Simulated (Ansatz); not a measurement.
Relaxed bulk HfSi2, space group Cmcm (No. 63):

```
Hf Si
1.0
     1.84127   -7.29600    0.00000
     1.84127    7.29600    0.00000
     0.00000    0.00000    3.65979
Hf Si
2 4
Direct
  0.89454 0.10546 0.75000
  0.10546 0.89454 0.25000
  0.55428 0.44572 0.75000
  0.44572 0.55428 0.25000
  0.25028 0.74972 0.75000
  0.74972 0.25028 0.25000
```

Theory: Ansatz, DFT PBE, scalar-relativistic, plane waves, PAW. Cutoff 420 eV, k spacing 0.19 to 0.25 Å⁻¹, dipole correction; no spin polarisation.

Slabs with different planes and terminations (top/bottom plane) are cut from it in 1×1 cells and relaxed. Each holds whole formula units counted by Hf and an excess Δn of Si (negative: a deficit); ΔE is its energy over those formula units in the bulk and the excess in the standard state of Si. The formation energy of HfSi2 is -1.689 eV a formula unit (uncorrected), so Δμ(Si) runs from -0.844 eV to 0 if no other compound intervenes.

```csv
slab,A (Å²),Δn(Si),ΔE (eV)
"(010) Hf/Si, Hf4Si8",13.48,0,3.310
"(010) Si/Si, Hf4Si10",13.48,+2.00,2.852
"(010) Si/Si, Hf4Si8",13.48,0,2.816
```

Task: Work out each slab's surface energy at the Si-rich and Si-poor ends.

Result: γ = [ΔE − Δn·Δμ(Si)]/(2A) × 16.02 J/m² per eV/Å², the mean of both faces:

| slab | Si-rich (J/m²) | Si-poor (J/m²) |
| --- | --- | --- |
| (010) Hf/Si, Hf4Si8 | 1.97 | 1.97 |
| (010) Si/Si, Hf4Si10 | 1.69 | 2.70 |
| (010) Si/Si, Hf4Si8 | 1.67 | 1.67 |

Task: Does the lowest surface change with the conditions?

Result: No: among these slabs (010) Si/Si, Hf4Si8 is lowest at both ends, and since each γ is a straight line in Δμ, throughout the range.

Only the planes named were cut, so another facet can lie lower still. Reconstructions in larger cells weren't sought.

At the Si-rich end the two Si/Si slabs are practically degenerate, at 1.69 and 1.67 J/m², so their order there is too close to call. Away from it, the excess Si must be drawn from an ever poorer reservoir, and the stoichiometric slab wins clearly. Its composition and symmetry place the cut through the zigzag Si chains, leaving Si outermost on both faces. That this costs less than the Hf/Si cut, despite the severed Si–Si bonds, suggests that keeping the Hf–Si bonding around the outer Hf matters more.

The 1.97 J/m² of the Hf/Si slab averages two unlike faces, and its constancy hides opposite slopes: the Si-poor end favours the Hf face and penalises the other. The lowest slab average is therefore not necessarily the lowest single face. HfSi is a known compound and should end the equilibrium range before the Si-poor limit, so the 2.70 J/m² there probably overstates the penalty attainable in equilibrium. Whether an Hf face becomes preferred before that point would take a slab with Hf on both sides.
